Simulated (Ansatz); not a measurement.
**Ga2O3 (C2/m): the equilibrium volume**

At what volume is Ga2O3 (C2/m) free of pressure?

Program: Ansatz 0.2.0. Level of theory: DFT PBE, scalar-relativistic, plane waves, PAW. These are calculated values, not measurements.

2 further runs of the same task are left out: 2 set aside as unsound or not needed.

**1. The system as given**

Symmetry: C2/m, No. 12, monoclinic system. The conventional cell has a = 12.280 Å, b = 3.048 Å, c = 5.817 Å, α = 90.00°, β = 103.76°, γ = 90.00°. Ga (site symmetry m) has 6 O at 1.94 to 2.08 Å as nearest neighbours. Around Ga (site symmetry m) lie 4 O at 1.84 to 1.87 Å. O (site symmetry m) has 3 Ga at 1.84 to 1.94 Å as nearest neighbours. O (site symmetry m) is surrounded by 4 Ga at 1.87 to 2.08 Å. O (site symmetry m) has 3 Ga at 1.84 to 1.95 Å as nearest neighbours.

As a file:

```
Ga O
1.0
     6.14024   -1.52378    0.00000
     6.14024    1.52378    0.00000
    -1.38413    0.00000    5.65035
Ga O
4 6
Direct
  0.34116 0.34116 0.68527
  0.65884 0.65884 0.31473
  0.90953 0.90953 0.20521
  0.09047 0.09047 0.79479
  0.50353 0.50353 0.74334
  0.49647 0.49647 0.25666
  0.82663 0.82663 0.43677
  0.17337 0.17337 0.56323
  0.16450 0.16450 0.10915
  0.83550 0.83550 0.89085
```

**2. At the starting volume (PBE, 6×6×4 mesh)**

The input, input.yaml:

```yaml
crystal:
  lattice:
    - [6.1402367086, -1.5237836756, 0.0]
    - [6.1402367086, 1.5237836756, 0.0]
    - [-1.3841308865, 0.0, 5.6503488592]
  atoms:
    - { symbol: Ga, position: [0.3411617, 0.3411617, 0.68526966] }
    - { symbol: Ga, position: [0.6588383, 0.6588383, 0.31473034] }
    - { symbol: Ga, position: [0.9095256, 0.9095256, 0.205214] }
    - { symbol: Ga, position: [0.0904744, 0.0904744, 0.794786] }
    - { symbol: O, position: [0.50353087, 0.50353087, 0.74333591] }
    - { symbol: O, position: [0.49646913, 0.49646913, 0.25666409] }
    - { symbol: O, position: [0.82662894, 0.82662894, 0.43676984] }
    - { symbol: O, position: [0.17337106, 0.17337106, 0.56323016] }
    - { symbol: O, position: [0.16450498, 0.16450498, 0.10915408] }
    - { symbol: O, position: [0.83549502, 0.83549502, 0.89084592] }
basis:
  ecutwfc: 420
kpoints:
  mp_grid: { grid: [6, 6, 4] }
hamiltonian:
  xc: pbe
scf:
  occupations: { method: gaussian, width: 0.1 }
output:
  forces: true
  stress: true
  eigenvalues: true
```

Started as:

```console
$ ansatz run input.yaml --threads 8 --pin off --max-ram 16384MiB --backend cpu --events-out ev --progress --plain --runs-dir out
```

After this run come: Relaxing cell and atoms.

Q: Predict the outcome of this session. Wanted: volume; pressure; conventional cell; gap on the mesh.

As calculated:

| quantity | value |
| --- | --- |
| volume | 10.964 Å³/atom |
| pressure | 0.02 GPa |
| conventional cell | a = 12.454 Å, b = 3.083 Å, c = 5.878 Å, α = 90.00°, β = 103.70°, γ = 90.00° |
| gap on the mesh | 2.02 eV |

Over the 2 runs shown the cell moved from 10.57 to 10.96 Å³/atom, a change of +3.7 %, where the pressure is zero within 0.02 GPa.

The gaps are Kohn-Sham values of a semilocal functional, not quasiparticle or optical gaps. Such gaps usually fall short of the measured ones.
